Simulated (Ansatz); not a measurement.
**P: from a guess to a relaxed structure**

Method: Ansatz, DFT PBE, scalar-relativistic, plane waves, PAW. Cutoff 420 eV, Gaussian smearing, Γ-centred meshes. Cell and atoms relax first on a coarse mesh and then on a finer one. In between, the cell is made exact in the group found at 0.06 Å. In metals the finer mesh still leaves noise of several meV/atom or more. The steps can't lower the symmetry of their start. No spin polarisation.

A trial structure of P was built thus: random cell by space group and Wyckoff sites (Fm-3m, No. 225). The dimensions are guesses.

```
P
1.0
     0.00000    4.18525    4.18525
     4.18525    0.00000    4.18525
     4.18525    4.18525    0.00000
P
8
Direct
  0.86524 0.86524 0.86524
  0.86524 0.86524 0.40428
  0.86524 0.40428 0.86524
  0.40428 0.86524 0.86524
  0.13476 0.13476 0.59572
  0.13476 0.13476 0.13476
  0.13476 0.59572 0.13476
  0.59572 0.13476 0.13476
```

Energies count from the standard state of P at the same level. The references include black phosphorus.

Q: What does it relax into?

A: The symmetry stays Fm-3m (No. 225). The volume per atom grows by 9.4 %, from 18.3 to 20.1 Å³. The shortest distance goes from 2.26 Å (P–P) to 2.32 Å (P–P). Conventional cell: a = 8.625 Å. Around P lie 3 P at 2.32 Å.

```cif
data_structure
_symmetry_space_group_name_H-M 'Fm-3m'
_symmetry_Int_Tables_number 225
_cell_length_a 8.6255
_cell_length_b 8.6255
_cell_length_c 8.6255
_cell_angle_alpha 90.000
_cell_angle_beta 90.000
_cell_angle_gamma 90.000
_cell_volume 641.72
loop_
_atom_site_label
_atom_site_type_symbol
_atom_site_symmetry_multiplicity
_atom_site_Wyckoff_symbol
_atom_site_fract_x
_atom_site_fract_y
_atom_site_fract_z
_atom_site_occupancy
P1 P 32 f 0.36572 0.36572 0.86572 1
```

Q: How does it come out in energy, and is it a metal?

A: The energy over the standard state is +0.36 eV/atom and the gap on the 8×8×8 mesh of the 8-atom cell is 0 eV (a metal).

So it is a metastable form at best.

The last run used Gaussian smearing of 0.10 eV. No dispersion correction is applied, so the spacing and binding between layers, chains or molecules are poorly described. The reference form of P is held partly by dispersion forces, which this level lacks. A structure relaxed within its symmetry needn't be a true minimum.
